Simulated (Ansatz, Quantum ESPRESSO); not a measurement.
## BaS (Fm-3m): phonons by linear response

How does BaS (Fm-3m) vibrate, and is this structure a minimum?

Program: Quantum ESPRESSO 7.5. Level of theory: DFT PBE, scalar-relativistic, plane waves, PseudoDojo norm-conserving pseudopotentials. Results are calculated unless marked as measured.

### Step 1. The structure

The structure is cubic, space group Fm-3m (No. 225). Conventional cell: a = 6.388 Å, b = 6.388 Å, c = 6.388 Å, α = 90.00°, β = 90.00°, γ = 90.00°. Nearest to Ba lie 6 S at 3.19 Å. Nearest to S lie 6 Ba at 3.19 Å. Farther neighbours and most contacts between anions are not listed.

### Step 2. A first look

Before anything dear is run, a loose run with smearing shows whether this is a metal and how far the cell is from rest.

File probe.in:

```
&CONTROL
  calculation = 'scf'
  prefix      = 'x'
  outdir      = './tmp'
  pseudo_dir  = './pseudo'
  tprnfor     = .true.
  tstress     = .true.
  verbosity   = 'high'
/
&SYSTEM
  ibrav       = 2
  celldm(1)   = 12.07062562
  nat         = 2
  ntyp        = 2
  ecutwfc     = 57.0
  occupations = 'smearing'
  smearing    = 'gaussian'
  degauss     = 0.01
/
&ELECTRONS
  conv_thr         = 1.0d-07
  mixing_beta      = 0.7
  electron_maxstep = 100
/
ATOMIC_SPECIES
 Ba    137.3270  Ba.upf
 S      32.0600  S.upf
ATOMIC_POSITIONS crystal
 Ba     0.000000000   0.000000000   0.000000000
 S      0.500000000   0.500000000   0.500000000
K_POINTS automatic
 6 6 6 0 0 0
```

Started as:

```
$ OMP_NUM_THREADS=1 mpirun -n 2 pw.x -nk 2 -in probe.in > probe.out
```

Log:

```text
[banners, grids, parts of the stress and lines that vanish by symmetry left out]
Program PWSCF v.7.5
     bravais-lattice index     =            2
     lattice parameter (alat)  =      12.0706  a.u.
[...]
kinetic-energy cutoff     =      57.0000  Ry
     charge density cutoff     =     228.0000  Ry
     scf convergence threshold =      1.0E-07
[...]
Exchange-correlation= PBE
                           (   1   4   3   4   0   0   0)
[...]
48 Sym. Ops., with inversion, found
[...]
(     0          1          0      )
                  (     0          0          1      )
[...]
(  0.0000000  1.0000000  0.0000000 )
                  (  0.0000000  0.0000000  1.0000000 )
[...]
(     1          0         -1      )
                  (     0          0         -1      )
[...]
(     0          1         -1      )
                  (     0          1          0      )
[...]
( -1.0000000  0.0000000  0.0000000 )
                  (  0.0000000  1.0000000  0.0000000 )
[...]
number of k points=    16  Gaussian smearing, width (Ry)=  0.0100
[...]
c_bands:  1 eigenvalues not converged
[...]
End of self-consistent calculation
[...]
the Fermi energy is     6.9567 ev
!    total energy              =     -78.31711172 Ry
[...]
convergence has been achieved in   7 iterations
[...]
atom    1 type  1   force =    -0.00000000   -0.00000000   -0.00000000
     atom    2 type  2   force =     0.00000000    0.00000000   -0.00000000
[...]
Total force =     0.000000     Total SCF correction =     0.000000
[...]
total   stress  (Ry/bohr**3)                   (kbar)     P=        7.76
[...]
XML data file, charge density, pseudopotentials, collected wavefunctions

   JOB DONE.
```

Elapsed: 6.8 s, on 2 MPI ranks of Arm Neoverse V2, shared host.

Numbers from this step:

- volume per atom: 32.58 Å³
- pressure: 0.7760 GPa
- gap on the k-mesh: 2.209 eV

A gap of 2.2 eV opens on this mesh, so the crystal is taken as an insulator; the start stands at 0.78 GPa.

### Step 3. Relaxation

Frequencies change by per cents with a per cent of volume, so the structure is first brought to rest at this level of theory.

File relax.in:

```
&CONTROL
  calculation   = 'vc-relax'
  prefix        = 'x'
  outdir        = './tmp'
  pseudo_dir    = './pseudo'
  tprnfor       = .true.
  tstress       = .true.
  forc_conv_thr = 2.0d-05
  etot_conv_thr = 1.0d-07
  nstep         = 40
/
&SYSTEM
  ibrav       = 2
  celldm(1)   = 12.07062562
  nat         = 2
  ntyp        = 2
  ecutwfc     = 57.0
  occupations = 'fixed'
  nbnd        = 10
/
&ELECTRONS
  conv_thr         = 1.0d-11
  mixing_beta      = 0.7
  electron_maxstep = 100
/
&IONS
/
&CELL
  press_conv_thr = 0.1
/
ATOMIC_SPECIES
 Ba    137.3270  Ba.upf
 S      32.0600  S.upf
ATOMIC_POSITIONS crystal
 Ba     0.000000000   0.000000000   0.000000000
 S      0.500000000   0.500000000   0.500000000
K_POINTS automatic
 6 6 6 0 0 0
```

Started as:

```
$ OMP_NUM_THREADS=1 mpirun -n 2 pw.x -nk 2 -in relax.in > relax.out
```

Log:

```text
[banners, grids, parts of the stress and lines that vanish by symmetry left out]
[banner, memory and clock lines left out]
Program PWSCF v.7.5

[...]
kinetic-energy cutoff     =      57.0000  Ry
     charge density cutoff     =     228.0000  Ry
     scf convergence threshold =      1.0E-11
[...]
energy convergence thresh.=      1.0E-07
     force convergence thresh. =      2.0E-05
     press convergence thresh. =      1.0E-01
     Exchange-correlation= PBE
                           (   1   4   3   4   0   0   0)
[...]
48 Sym. Ops., with inversion, found
[...]
number of k points=    16
[...]
End of self-consistent calculation
[...]
highest occupied, lowest unoccupied level (ev):     5.8389    8.0477
!    total energy              =     -78.31711176 Ry
[...]
convergence has been achieved in  13 iterations
[...]
atom    1 type  1   force =     0.00000000   -0.00000000    0.00000000
     atom    2 type  2   force =     0.00000000    0.00000000    0.00000000
     Total force =     0.000000     Total SCF correction =     0.000000
[...]
total   stress  (Ry/bohr**3)                   (kbar)     P=        7.78
[...]
number of bfgs steps    =   0
[...]
CELL_PARAMETERS (alat= 12.07062562)
[...]
ATOMIC_POSITIONS (crystal)
Ba               0.0000000000        0.0000000000       -0.0000000000
S                0.5000000000        0.5000000000        0.5000000000
[...]
New effective cutoffs (rho, wfc):  227.00   56.84
[...]
End of self-consistent calculation
[...]
highest occupied, lowest unoccupied level (ev):     5.8016    8.0162
!    total energy              =     -78.31719355 Ry
[...]
convergence has been achieved in   7 iterations
[...]
atom    1 type  1   force =     0.00000000   -0.00000000   -0.00000000
     atom    2 type  2   force =     0.00000000   -0.00000000    0.00000000
     Total force =     0.000000     Total SCF correction =     0.000000
[...]
total   stress  (Ry/bohr**3)                   (kbar)     P=        6.00
[...]
number of bfgs steps    =   1
[...]
CELL_PARAMETERS (alat= 12.07062562)
[...]
ATOMIC_POSITIONS (crystal)
Ba               0.0000000000       -0.0000000000       -0.0000000000
S                0.5000000000        0.5000000000        0.5000000000
[...]
New effective cutoffs (rho, wfc):  226.35   56.68
[...]
End of self-consistent calculation
[...]
highest occupied, lowest unoccupied level (ev):     5.7607    7.9816
!    total energy              =     -78.31725957 Ry
[...]
convergence has been achieved in   9 iterations
[...]
atom    1 type  1   force =    -0.00000000    0.00000000   -0.00000000
     atom    2 type  2   force =     0.00000000   -0.00000000    0.00000000
     Total force =     0.000000     Total SCF correction =     0.000000
[...]
total   stress  (Ry/bohr**3)                   (kbar)     P=        4.09
[...]
number of bfgs steps    =   2
[...]
CELL_PARAMETERS (alat= 12.07062562)
[...]
ATOMIC_POSITIONS (crystal)
[...]
New effective cutoffs (rho, wfc):  225.36   56.43
[...]
End of self-consistent calculation
[...]
highest occupied, lowest unoccupied level (ev):     5.6999    7.9299
!    total energy              =     -78.31731236 Ry
[...]
convergence has been achieved in   8 iterations
[...]
atom    1 type  1   force =     0.00000000    0.00000000    0.00000000
     atom    2 type  2   force =     0.00000000   -0.00000000    0.00000000
     Total force =     0.000000     Total SCF correction =     0.000000
[...]
total   stress  (Ry/bohr**3)                   (kbar)     P=        1.29
[...]
number of bfgs steps    =   3
[...]
CELL_PARAMETERS (alat= 12.07062562)
[...]
ATOMIC_POSITIONS (crystal)
[...]
New effective cutoffs (rho, wfc):  224.91   56.32
[...]
End of self-consistent calculation
[...]
highest occupied, lowest unoccupied level (ev):     5.6721    7.9062
!    total energy              =     -78.31731831 Ry
[...]
convergence has been achieved in   8 iterations
[...]
atom    1 type  1   force =     0.00000000    0.00000000   -0.00000000
     atom    2 type  2   force =     0.00000000    0.00000000   -0.00000000
     Total force =     0.000000     Total SCF correction =     0.000000
[...]
total   stress  (Ry/bohr**3)                   (kbar)     P=        0.02
[...]
number of bfgs steps    =   4
[...]
small trust_radius: resetting bfgs history
[...]
CELL_PARAMETERS (alat= 12.07062562)
[...]
ATOMIC_POSITIONS (crystal)
[...]
New effective cutoffs (rho, wfc):  224.91   56.32
[...]
End of self-consistent calculation
[...]
highest occupied, lowest unoccupied level (ev):     5.6720    7.9062
!    total energy              =     -78.31731831 Ry
[...]
convergence has been achieved in   3 iterations
[...]
atom    1 type  1   force =    -0.00000000   -0.00000000    0.00000000
     atom    2 type  2   force =     0.00000000    0.00000000    0.00000000
     Total force =     0.000000     Total SCF correction =     0.000000
[...]
total   stress  (Ry/bohr**3)                   (kbar)     P=        0.02
[...]
bfgs converged in   6 scf cycles and   5 bfgs steps
[...]
End of BFGS Geometry Optimization
     Final enthalpy           =     -78.3173183078 Ry
     File ./tmp/x.bfgs deleted, as requested
[...]
CELL_PARAMETERS (alat= 12.07062562)
[...]
ATOMIC_POSITIONS (crystal)
Ba              -0.0000000000        0.0000000000        0.0000000000
S                0.5000000000        0.5000000000        0.5000000000
[...]
Final scf calculation at the relaxed structure.
[...]
kinetic-energy cutoff     =      57.0000  Ry
     charge density cutoff     =     228.0000  Ry
     scf convergence threshold =      1.0E-13
[...]
press convergence thresh. =      1.0E-01
     Exchange-correlation= PBE
                           (   1   4   3   4   0   0   0)
[...]
48 Sym. Ops., with inversion, found
[...]
number of k points=    16
[...]
c_bands:  2 eigenvalues not converged
     c_bands:  2 eigenvalues not converged
     c_bands:  1 eigenvalues not converged
     c_bands:  1 eigenvalues not converged
     c_bands:  2 eigenvalues not converged
     c_bands:  2 eigenvalues not converged
     c_bands:  2 eigenvalues not converged
[...]
End of self-consistent calculation
[...]
highest occupied, lowest unoccupied level (ev):     5.6720    7.9062
!    total energy              =     -78.31731938 Ry
[...]
convergence has been achieved in  13 iterations
[...]
atom    1 type  1   force =    -0.00000000   -0.00000000    0.00000000
     atom    2 type  2   force =     0.00000000    0.00000000   -0.00000000
     Total force =     0.000000     Total SCF correction =     0.000000
[...]
total   stress  (Ry/bohr**3)                   (kbar)     P=        0.02
[...]
XML data file, charge density, pseudopotentials, collected wavefunctions
```

Elapsed: 42 s, on 2 MPI ranks.

Relaxation path:

| step | energy less that of the first step (eV) | largest force (eV/Å) | pressure (GPa) | volume (Å³) |
| --- | --- | --- | --- | --- |
| 1 | 0.0000 | 0.0000 | 0.78 | 65.15 |
| 2 | -0.0011 | 0.0000 | 0.60 | 65.41 |
| 3 | -0.0020 | 0.0000 | 0.41 | 65.70 |
| 4 | -0.0027 | 0.0000 | 0.13 | 66.13 |
| 5 | -0.0028 | 0.0000 | 0.00 | 66.33 |
| 6 | -0.0028 | 0.0000 | 0.00 | 66.33 |
| 7 | -0.0028 | 0.0000 | 0.00 | 66.33 |

| conventional cell, symmetrised | before | after | change |
| --- | --- | --- | --- |
| a (Å) | 6.388 | 6.426 | +0.6 % |
| b (Å) | 6.388 | 6.426 | +0.6 % |
| c (Å) | 6.388 | 6.426 | +0.6 % |
| volume (Å³/atom) | 32.58 | 33.16 | +1.8 % |

The relaxed structure:

```cif
data_structure
_symmetry_space_group_name_H-M 'P 1'
_symmetry_Int_Tables_number 1
_cell_length_a 4.5436
_cell_length_b 4.5436
_cell_length_c 4.5436
_cell_angle_alpha 60.000
_cell_angle_beta 60.000
_cell_angle_gamma 60.000
_cell_volume 66.33
loop_
_atom_site_label
_atom_site_type_symbol
_atom_site_fract_x
_atom_site_fract_y
_atom_site_fract_z
_atom_site_occupancy
Ba1 Ba 0.00000 0.00000 0.00000 1
S2 S 0.50000 0.50000 0.50000 1
```

The last row of the table of steps is pw.x's closing run on a basis chosen anew for the final cell, so its energy can jump.

Numbers from this step:

* volume per atom: 33.16 Å³
* pressure: 0.002 GPa
* gap on the k-mesh: 2.234 eV

The volume changes by +1.8 % from the cell with which this run began.

### Step 4. Self-consistent run for the response

The response is built on this ground state, so it is converged far tighter than an energy would need. With a gap, occupations are fixed, which also allows the response to an electric field.

File scf.in:

```
&CONTROL
  calculation = 'scf'
  prefix      = 'x'
  outdir      = './tmp'
  pseudo_dir  = './pseudo'
  tprnfor     = .true.
  tstress     = .true.
/
&SYSTEM
  ibrav       = 2
  celldm(1)   = 12.14267378
  nat         = 2
  ntyp        = 2
  ecutwfc     = 57.0
  occupations = 'fixed'
  nbnd        = 10
/
&ELECTRONS
  conv_thr         = 1.0d-12
  mixing_beta      = 0.7
  electron_maxstep = 100
/
ATOMIC_SPECIES
 Ba    137.3270  Ba.upf
 S      32.0600  S.upf
ATOMIC_POSITIONS crystal
 Ba     0.000000000   0.000000000   0.000000000
 S      0.500000000   0.500000000   0.500000000
K_POINTS automatic
 6 6 6 0 0 0
```

Started as:

```
$ OMP_NUM_THREADS=1 mpirun -n 2 pw.x -nk 2 -in scf.in > scf.out
```

Log:

```text
[banners, grids, parts of the stress and lines that vanish by symmetry left out]
[banner, memory and clock lines left out]
Program PWSCF v.7.5

[...]
kinetic-energy cutoff     =      57.0000  Ry
     charge density cutoff     =     228.0000  Ry
     scf convergence threshold =      1.0E-12
[...]
Exchange-correlation= PBE
                           (   1   4   3   4   0   0   0)
[...]
48 Sym. Ops., with inversion, found
[...]
number of k points=    16
[...]
End of self-consistent calculation
[...]
highest occupied, lowest unoccupied level (ev):     5.6720    7.9062
!    total energy              =     -78.31731938 Ry
[...]
convergence has been achieved in  14 iterations
[...]
atom    1 type  1   force =     0.00000000    0.00000000    0.00000000
     atom    2 type  2   force =     0.00000000    0.00000000   -0.00000000
     Total force =     0.000000     Total SCF correction =     0.000000
[...]
total   stress  (Ry/bohr**3)                   (kbar)     P=        0.02
[...]
XML data file, charge density, pseudopotentials, collected wavefunctions
```

It took 10 s on 2 MPI ranks; 21 s of CPU time.

The cell stands at 0.002 GPa, close enough for phonons.

(Continued in part 2 of 4.)

[Host names and launcher messages were left out of these logs when they were recorded.]

[Logs are printed without paths, hosts, clocks, repeated set-up lines and the standing remarks that a program may print on its own settings, such as how far it seeks lower states.]

[Hosts, paths, dates, database ids (printed as entryN), source tags and the programs' standing remarks are cut or masked in the printed files.]
